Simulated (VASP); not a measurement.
A run of VASP 6.6.1 is set up as follows.

File INCAR:

```
ALGO = Normal
EDIFF = 1E-6
ENCUT = 520
GGA = CA
ISIF = 2
ISMEAR = 0
LASPH = T
LCHARG = T
LELF = T
LREAL = F
LVHAR = T
LWAVE = F
NBANDS = 18
NELM = 100
PREC = Accurate
SIGMA = 0.05
```

The input KPOINTS:

```
k-points
0
Gamma
  6 6 6
```

Contents of POSCAR:

```
N
1.0
    3.9563505185      0.0000000000      0.0000000000
    0.0000000000      3.9563505185      0.0000000000
    0.0000000000      0.0000000000      5.6966171168
N
4
Direct
    0.9042752000      0.9042752000      0.0000000000
    0.5957248000      0.4042752000      0.5000000000
    0.0957248000      0.0957248000      0.0000000000
    0.4042752000      0.5957248000      0.5000000000
```

Potentials or basis: VASP PAW LDA potentials, release 64 (N).

The run is started by

```console
$ cat potpaw_LDA.64/N/POTCAR > POTCAR
$ mpirun -np 1 vasp_std > vasp.out
```

Question: What does it give for the pressure?

Answer: 6.4 GPa.

Question: Predict the band gap on the k mesh.

Answer: 7.06 eV, indirect (least direct gap 7.45 eV).

Question: What does it give for the largest force?

Answer: 5.560 eV/Å.

Forces on the atoms (eV/Å):
```
N   -3.931 -3.931  0.000
N    3.931 -3.931  0.000
N    3.931  3.931  0.000
N   -3.931  3.931  0.000
```

Caveat: the standard files for N, O and F lose accuracy on very short bonds; forces of over 1 eV/Å show positions far from the minimum, so gaps and moduli don't describe the material at rest. As with any semilocal functional, this LDA gap is likely too small.
